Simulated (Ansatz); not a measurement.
# C: the cost of one run

Program: Ansatz 0.2.0. Level of theory: DFT PBE+D3(BJ), scalar-relativistic, plane waves, PAW. These are calculated values, not measurements.

The COD entry's cell or inner coordinates are ideal or old and differ from later refinements, so a difference from it is no clean test against experiment.

4 further runs of the same task are left out: 1 that didn't finish, 3 set aside as unsound or not needed.

### 1 The system as given

The structure is hexagonal, space group P6_3/mmc (No. 194). The conventional cell has a = 2.465 Å, b = 2.465 Å, c = 6.738 Å, α = 90.00°, β = 90.00°, γ = 120.00°. C (site symmetry -6m2) has 3 C at 1.42 Å in its first shell of neighbours.

Coordinates:

```cif
data_structure
_symmetry_space_group_name_H-M 'P6_3/mmc'
_symmetry_Int_Tables_number 194
_cell_length_a 2.4650
_cell_length_b 2.4650
_cell_length_c 6.7384
_cell_angle_alpha 90.000
_cell_angle_beta 90.000
_cell_angle_gamma 120.000
_cell_volume 35.46
loop_
_atom_site_label
_atom_site_type_symbol
_atom_site_symmetry_multiplicity
_atom_site_Wyckoff_symbol
_atom_site_fract_x
_atom_site_fract_y
_atom_site_fract_z
_atom_site_occupancy
C1 C 2 b 0.00000 0.00000 0.75000 1
C2 C 2 d 0.33333 0.66667 0.75000 1
```

This cell was relaxed beforehand with the same method: volume 8.86 Å³/atom, gap on the mesh none (metal).

The bulk reference comes from a run made before at the same settings: -251.0854 eV/atom.

### 2 Cutting the (101) slab

Planes are indexed in the bulk's conventional cell (P6_3/mmc (No. 194)), a = 2.465 Å, b = 2.465 Å, c = 6.738 Å, α = 90.00°, β = 90.00°, γ = 120.00°.

The slab is a (101) slab, 11.9 Å thick as cut, with 15 Å of vacuum; its outer planes are C (top) and C (bottom).

The slab as cut. Its planes from the bottom up:

| plane | atoms per cell | height over the lowest (Å) |
| --- | --- | --- |
| 1 | C | 0.00 |
| 2 | C4 | 1.53 |
| 3 | C4 | 3.56 |
| 4 | C4 | 5.60 |
| 5 | C4 | 7.63 |
| 6 | C4 | 9.67 |
| 7 | C3 | 11.53 |

### 3 The slab as cut, atoms at the bulk's places

The cell repeats along c, and a dipole correction in the vacuum removes the field between the copies.

The input, input.yaml:

```yaml
crystal:
  lattice:
    - [2.4649796655, 0.0, 0.0]
    - [-1.2324898327, 7.0684912026, 0.0]
    - [0.0, 0.0, 26.8711538362]
  atoms:
    - { symbol: C, position: [0.7716660849, 0.5433321697, 0.2791097117] }
    - { symbol: C, position: [0.5444681672, 0.0889363345, 0.3169766185] }
    - { symbol: C, position: [0.8020688772, 0.6041377545, 0.3295989181] }
    - { symbol: C, position: [0.0596695714, 0.1193391427, 0.3422212204] }
    - { symbol: C, position: [0.3172702496, 0.6345404993, 0.3548435253] }
    - { symbol: C, position: [0.090072332, 0.180144664, 0.3927104321] }
    - { symbol: C, position: [0.347673042, 0.695346084, 0.4053327317] }
    - { symbol: C, position: [0.6052737361, 0.2105474722, 0.417955034] }
    - { symbol: C, position: [0.8628744144, 0.7257488288, 0.4305773389] }
    - { symbol: C, position: [0.6356764968, 0.2713529935, 0.4684442457] }
    - { symbol: C, position: [0.8932772067, 0.7865544135, 0.4810665453] }
    - { symbol: C, position: [0.1508779009, 0.3017558017, 0.4936888475] }
    - { symbol: C, position: [0.4084785791, 0.8169571583, 0.5063111525] }
    - { symbol: C, position: [0.1812806615, 0.3625613231, 0.5441780592] }
    - { symbol: C, position: [0.4388813715, 0.877762743, 0.5568003589] }
    - { symbol: C, position: [0.6964820656, 0.3929641313, 0.5694226611] }
    - { symbol: C, position: [0.9540827439, 0.9081654878, 0.582044966] }
    - { symbol: C, position: [0.7268848263, 0.4537696526, 0.6199118728] }
    - { symbol: C, position: [0.9844855363, 0.9689710725, 0.6325341725] }
    - { symbol: C, position: [0.2420862304, 0.4841724608, 0.6451564747] }
    - { symbol: C, position: [0.4996869087, 0.9993738173, 0.6577787796] }
    - { symbol: C, position: [0.272488991, 0.5449779821, 0.6956456864] }
    - { symbol: C, position: [0.530089701, 0.0601794021, 0.708267986] }
    - { symbol: C, position: [0.7876903952, 0.5753807903, 0.7208902883] }
basis:
  ecutwfc: 420
kpoints:
  mp_grid: { grid: [14, 5, 1] }
hamiltonian:
  xc: pbe
  dispersion: d3bj
scf:
  occupations: { method: gaussian, width: 0.1 }
output:
  forces: true
  stress: true
  eigenvalues: true
efield:
  axis: 3
  dipole_correction: true
  ramp_width: 0.04
```

Launch:

```sh
$ ansatz run input.yaml --threads 2 --pin off --max-ram 5120MiB --backend cpu --events-out ev --progress --plain --runs-dir out
```

**Question.** How long does this run take on 2 threads of AMD EPYC 9R45 (Zen 5), shared host, and how much memory does it need?

About 36 s, with a peak of 1.3 GiB.
